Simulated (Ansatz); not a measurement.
**Ni: pressure against volume**

Ni, Fm-3m, a = 3.518 Å. Ansatz: PBE, PAW, 420 eV, Γ-centred 20×20×20 mesh on 1 atom, Gaussian smearing 0.10 eV; collinear spin, largest moment 0.7 μB. Symmetry fixes shape and atoms, so the cell is only scaled; pressure is positive in compression.

```
V (Å³/atom) P (GPa)
     10.236    14.39
     10.563     6.56
     10.889     0.01
     11.216    -5.49
     11.543        ?
```

Take V0 = 10.889 Å³/atom, count pressures from its P0 = 0.01 GPa, fit the third-order Birch–Murnaghan form to the other rows, and predict the missing pressure.

With the Eulerian strain f = ½[(V0/V)^(2/3) − 1] and y = (P − P0)/[3f(1 + 2f)^(5/2)], the form is the line y = B0 + 1.5 B0 (B0′ − 4) f. Rows (f, y): 0.02104, 205.5; 0.01024, 202.7; -0.00977, 197.1. Means f = 0.007170, y = 201.77; Σ(Δf)² = 0.0004888, ΣΔfΔy = 0.1337; the slope is their ratio. y = 199.8 + 273.5 f GPa, so B0 = 199.8 GPa and B0′ = 4 + 2 × (273.5)/(3 × 199.8) = 4.91. At V = 11.543, f = -0.01907, y = 194.58 and P = -10.09 GPa. The run gave -10.08 GPa, so the fit is 0.01 GPa too low, a small miss on the scale of the series. The form still works here, 33 % of the fitted range beyond its end.